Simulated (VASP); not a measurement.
Crystal: Te2Mo.

```xyz
6
Lattice="3.5182 0.0000 0.0000 -1.7591 3.0469 0.0000 0.0000 0.0000 13.9736" Properties=species:S:1:pos:R:3 pbc="T T T"
Te    1.7591    1.0156    5.2960
Te    0.0000    2.0312   12.2828
Te    1.7591    1.0156    1.6908
Te    0.0000    2.0312    8.6776
Mo    1.7591    1.0156   10.4802
Mo    0.0000    2.0312    3.4934
```

| Quantity | Value |
| --- | --- |
| Program | VASP 6.6.1 |
| Task | relaxation of cell and atoms |
| Functional | RPBE |
| Dispersion | D3 |
| Potentials or basis | VASP PAW PBE potentials, release 64 (Te, Mo_sv) |
| Cutoff | 600 eV |
| k mesh | 9 × 9 × 2 |
| Occupations | fermi-dirac, width 0.05 eV |
| Spin | no spin polarisation |

At the start: pressure 2.3 GPa; volume 24.96 Å³/atom.

Q: Where does the relaxation end?

A: Over 12 steps the energy falls by 4.8 meV/atom and the volume is 25.79 Å³/atom (+3.3 %); space group P6_3/mmc (No. 194, to 0.05 Å).

The path:
```
step  energy change (eV)  largest force (eV/Å)  pressure (GPa)  volume (Å³)
   1              0.0000                0.2348            2.31       149.79
   2              0.0288                0.5682           -2.86       157.73
   3             -0.0242                0.1070            0.10       152.92
   4             -0.0269                0.0574            0.04       153.51
   5             -0.0271                0.0321            0.01       153.80
   6             -0.0271                0.0346            0.02       153.78
   7             -0.0275                0.0254            0.03       153.89
   8             -0.0283                0.0009            0.09       154.25
   9             -0.0280                0.0550            0.23       154.95
  10             -0.0285                0.0207            0.14       154.50
  11             -0.0285                0.0190           -0.11       155.02
  12             -0.0286                0.0016            0.01       154.76
```

Final structure:
```cif
data_structure
_symmetry_space_group_name_H-M 'P 1'
_symmetry_Int_Tables_number 1
_cell_length_a 3.5546
_cell_length_b 3.5546
_cell_length_c 14.1433
_cell_angle_alpha 90.000
_cell_angle_beta 90.000
_cell_angle_gamma 120.000
_cell_volume 154.76
loop_
_atom_site_label
_atom_site_type_symbol
_atom_site_fract_x
_atom_site_fract_y
_atom_site_fract_z
_atom_site_occupancy
Te1 Te 0.66667 0.33333 0.37796 1
Te2 Te 0.33333 0.66667 0.87796 1
Te3 Te 0.66667 0.33333 0.12204 1
Te4 Te 0.33333 0.66667 0.62204 1
Mo1 Mo 0.66667 0.33333 0.75000 1
Mo2 Mo 0.33333 0.66667 0.25000 1
```

Caveat: the PAW data sets were made with another functional, which shifts forces and pressure a little.
